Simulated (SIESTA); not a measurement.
Crystal: HfN.

```
Hf N
1.0
     0.00000    2.25600    2.25600
     2.25600    0.00000    2.25600
     2.25600    2.25600    0.00000
Hf N
1 1
Direct
  0.00000 0.00000 0.00000
  0.50000 0.50000 0.50000
```

* Program: SIESTA 5.4.2
* Task: single point
* Functional: PBE
* Potentials or basis: PseudoDojo 0.4 standard (PBE files)
* Basis: DZP (energy shift 0.003 Ry; two zetas on semicore shells)
* Grid cutoff: 800 Ry
* Energy shift: 0.003 Ry
* k mesh: 10 × 10 × 10
* Occupations: fermi-dirac, width 0.05 eV
* Spin: no spin polarisation

On this cell: pressure 10.3 GPa; largest force zero by symmetry; band gap on the k mesh none (metal or under the smearing width).

The same run follows on a disturbed copy (atoms moved at random, drawn with an rms of 0.05 Å):

```
Hf N
1.0
     0.00000    2.25600    2.25600
     2.25600    0.00000    2.25600
     2.25600    2.25600    0.00000
Hf N
1 1
Direct
  0.02558 0.01152 0.98645
  0.48681 0.50285 0.51365
```

Q: What changes?

A: The energy (extrapolated to zero smearing) moves by +44.2 meV/atom; pressure 12.3 GPa; largest force 1.519 eV/Å; band gap on the k mesh none (metal or under the smearing width).

Forces in eV/Å, atoms in the order of the input:
```
Hf   0.535 -0.330 -1.379
N   -0.533  0.332  1.384
```

Stress tensor (GPa, compression positive):
```
11.10  0.19  0.59
 0.19 10.69 -0.37
 0.59 -0.37 15.02
```

Caveats: short orbitals over semicore shells can move pressures by several GPa; the basis of atomic orbitals isn't converged, which shifts pressures, moduli and gaps.
